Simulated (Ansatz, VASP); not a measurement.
Two plane-wave programs on Al

The input INCAR:

```
SYSTEM = Al
PREC = Accurate
ENCUT = 520
EDIFF = 1E-6
ISMEAR = 0
SIGMA = 0.15
LREAL = .FALSE.
LASPH = .TRUE.
NELM = 60
ALGO = Normal
ISIF = 2
LWAVE = .FALSE.
LCHARG = .FALSE.
GGA = PS
NBANDS = 8
```

The input KPOINTS:

```
regular mesh
0
G
  20 20 20
  0 0 0
```

File POSCAR:

```
Al
1.0
    0.0000000000      2.1251790000      1.9227810000
    2.1251790000      0.0000000000      1.9227810000
    2.1251790000      2.1251790000      0.0000000000
Al
1
Direct
    0.0000000000      0.0000000000      0.0000000000
```

Input for Ansatz:

```yaml
crystal:
  lattice:
    - [0.0, 2.125179, 1.922781]
    - [2.125179, 0.0, 1.922781]
    - [2.125179, 2.125179, 0.0]
  atoms:
    - { symbol: Al, position: [0.0, 0.0, 0.0] }
basis:
  ecutwfc: 420
kpoints:
  mp_grid: { grid: [20, 20, 20] }
hamiltonian:
  xc: pbesol
scf:
  occupations: { method: gaussian, width: 0.15 }
output:
  forces: true
  stress: true
  eigenvalues: true
```

Change from the starting cell: strain +0.050 along x and y, -0.050 along z, atoms carried along.

Alike in both runs: task single point; functional PBEsol; k mesh 20 × 20 × 20; occupations gaussian, width 0.15 eV; no spin polarisation.

|  | VASP | Ansatz |
| --- | --- | --- |
| version | VASP 6.6.1 | Ansatz 0.2.0 |
| potentials or method | VASP PAW PBE potentials, release 64 (Al) | scalar-relativistic, plane waves, PAW |
| plane-wave cutoff (eV) | 520 | 420 |
| valence electrons in the cell | 3 | 3 |

|  | VASP | Ansatz | Ansatz less VASP |
| --- | --- | --- | --- |
| gap on the k mesh at the Fermi level (eV) | none | none | - |
| pressure (GPa) | -4.4 | -4.4 | -0.05 |
| largest component of the traceless stress (GPa) | 2.17 | 2.16 | -0.011 |

A gap of «none» marks a metal or a gap that the smearing closes.

Caveats: the PAW data sets were made with another functional, which shifts forces and pressure a little (VASP).
